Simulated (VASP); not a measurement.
ZnSe: single point with r2SCAN+rVV10

The system is ZnSe.

```xyz
2
Lattice="3.3252 0.0000 0.0000 0.0000 3.3252 0.0000 0.0000 0.0000 3.3252" Properties=species:S:1:pos:R:3 pbc="T T T"
Zn    0.0000    0.0000    0.0000
Se    1.6626    1.6626    1.6626
```

The cell was built by a generator and needn't be a form met in nature.

| Property | Result |
| --- | --- |
| Program | VASP 6.6.1 |
| Task | single point |
| Functional | r2SCAN |
| Dispersion | rVV10 |
| Potentials or basis | VASP PAW PBE potentials, release 64 (Zn, Se) |
| Cutoff | 520 eV |
| k mesh | 6 × 6 × 6 |
| Occupations | fermi-dirac, width 0.02 eV |
| Spin | no spin polarisation |
| Dipole correction | no |
| Further INCAR settings | ALGO = Normal; EDIFF = 1e-06; NBANDS = 16 |

```
Pressure               : -1.1 GPa
Band gap on the k mesh : none (metal or under the smearing width)
```

Levels at points of the mesh, in eV from the Fermi level:
```csv
k point,band 6,band 7,band 8,band 9,band 10,band 11,band 12,band 13
"(0.00, 0.00, 0.00)",-7.05,-1.24,-1.24,-1.24,-0.69,6.34,6.34,12.03
"(0.50, 0.00, 0.00)",-7.03,-6.46,0.25,0.25,3.90,4.84,7.07,7.07
"(0.50, 0.50, 0.00)",-6.89,-5.31,-5.31,-1.86,0.70,8.63,8.63,9.45
"(0.50, 0.50, 0.50)",-6.92,-2.83,-2.83,-2.83,1.39,1.39,1.39,1.58
```

Wall time 56 s on 1 thread of Intel(R) Xeon(R) Platinum 8488C (Sapphire Rapids), on a shared host, peak memory 0.25 GiB.

Caveat: the PAW data sets were made with another functional, which shifts forces and pressure a little.
